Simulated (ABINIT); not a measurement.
GaSb:

```
Sb Ga
1.0
     0.00000    3.05900    3.05900
     3.05900    0.00000    3.05900
     3.05900    3.05900    0.00000
Sb Ga
1 1
Direct
  0.75000 0.75000 0.75000
  0.00000 0.00000 0.00000
```

Base run:

| Quantity | Value |
| --- | --- |
| Program | ABINIT 10.8.3 (patched build) |
| Functional | r2SCAN |
| Potentials or basis | JTH PAW PBE v2.0 |
| Cutoff | 544 eV |
| k mesh | 6 × 6 × 6 |
| Occupations | fermi-dirac, width 0.05 eV |
| Spin | no spin polarisation |

Its results: band gap on the k mesh 0.47 eV, direct; pressure 0.2 GPa.

After a change of settings the same cell gave: band gap on the k mesh none (metal or under the smearing width); pressure -1.2 GPa. Which change was it?
A. potentials or basis from JTH PAW PBE v2.0 to PseudoDojo NC SR PBE v0.4.1 standard; cutoff from 544 eV to 1306 eV
B. potentials or basis from JTH PAW PBE v2.0 to SG15 NC PBE v1.2; cutoff from 544 eV to 2014 eV
C. potentials or basis from JTH PAW PBE v2.0 to Ansatz PAW PBE default generated set, frozen core; cutoff from 544 eV to 490 eV; fine-grid cutoff from 1088.46 eV to 979.61 eV

B.

Caveats: spin-orbit coupling is left out, which moves the levels of the heavy elements; the PAW data sets were made with another functional, which shifts forces and pressure a little (some runs); the potentials were made for another functional, which shifts forces and pressure (some runs).

Runs at the PBE level aren't shown here.
